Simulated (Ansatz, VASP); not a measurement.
One calculation of MoS2, two programs

```
CELL_PARAMETERS angstrom
3.20580 0.00000 0.00000
-1.60290 2.77631 0.00000
0.00000 0.00000 6.27011
ATOMIC_POSITIONS crystal
Mo 0.00000 0.00000 0.50000
S 0.66667 0.33333 0.74468
S 0.33333 0.66667 0.25532
```

Change from the starting cell: volume scaled by 0.98.

Alike in both runs: task single point; functional PBE; k mesh 9 × 9 × 4; occupations fermi-dirac, width 0.05 eV; no spin polarisation.

```csv
,VASP,Ansatz
version,VASP 6.6.1,Ansatz 0.2.0
potentials or method,"VASP PAW PBE potentials, release 64 (Mo_sv, S)",Ansatz PAW
plane-wave cutoff (eV),520,420
valence electrons in the cell,26,26
```

Ansatz gave:

- gap on the k mesh at the Fermi level (eV): none
- pressure (GPa): 3.9
- largest component of the traceless stress (GPa): 2.18
- rms of the force components (eV/Å): 0.290

Problem. Estimate VASP's values.

Solution. gap on the k mesh at the Fermi level (eV): none; pressure (GPa): 3.8; largest component of the traceless stress (GPa): 2.18; rms of the force components (eV/Å): 0.285.

Atom by atom the forces differ by 0.004 eV/Å (rms over components). A gap of «none» marks a metal or a gap that the smearing closes. With one functional, cell and mesh, what is left measures potentials, basis and numerics.

Caveats: this functional lacks dispersion, which binds the layers, so the pressure and a relaxed spacing across them are unreliable.
